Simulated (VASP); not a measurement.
Input:

```
AlSb
1.0
    0.00000     3.07000     3.07000
    3.07000     0.00000     3.07000
    3.07000     3.07000     0.00000
Al Sb
1 1
Direct
  0.00000   0.00000   0.00000
  0.25000   0.25000   0.25000
```

These are r2SCAN meta-GGA, VASP's PBE PAW potentials (set 64) (plane waves; VASP) values and carry that method's errors. Settings: 520 eV cut-off, 7×7×7 Γ-centred mesh, Gaussian smearing of 0.050 eV, potentials Al Sb.

Energy and stress use the plane-wave basis of the starting cell.

Task: The ions, cell shape and volume are relaxed. Which structure does the run end with?

Result: 
```
AlSb
1.0
    0.00000     3.09159     3.09159
    3.09159     0.00000     3.09159
    3.09159     3.09159     0.00000
Al Sb
1 1
Direct
  0.00000   0.00000   0.00000
  0.25000   0.25000   0.25000
```
Space group F-43m (216), at a tolerance of 0.03 Å.

Task: How do energy and volume change from the first to the last step?

Result: The energy (σ→0) changes by -2.3 meV/atom and the volume by +2.1 %, in 3 ionic steps.

The compound is AlSb in the zinc blende structure. This run relaxes it. Symmetry was kept, so distortions that lower it aren't found.
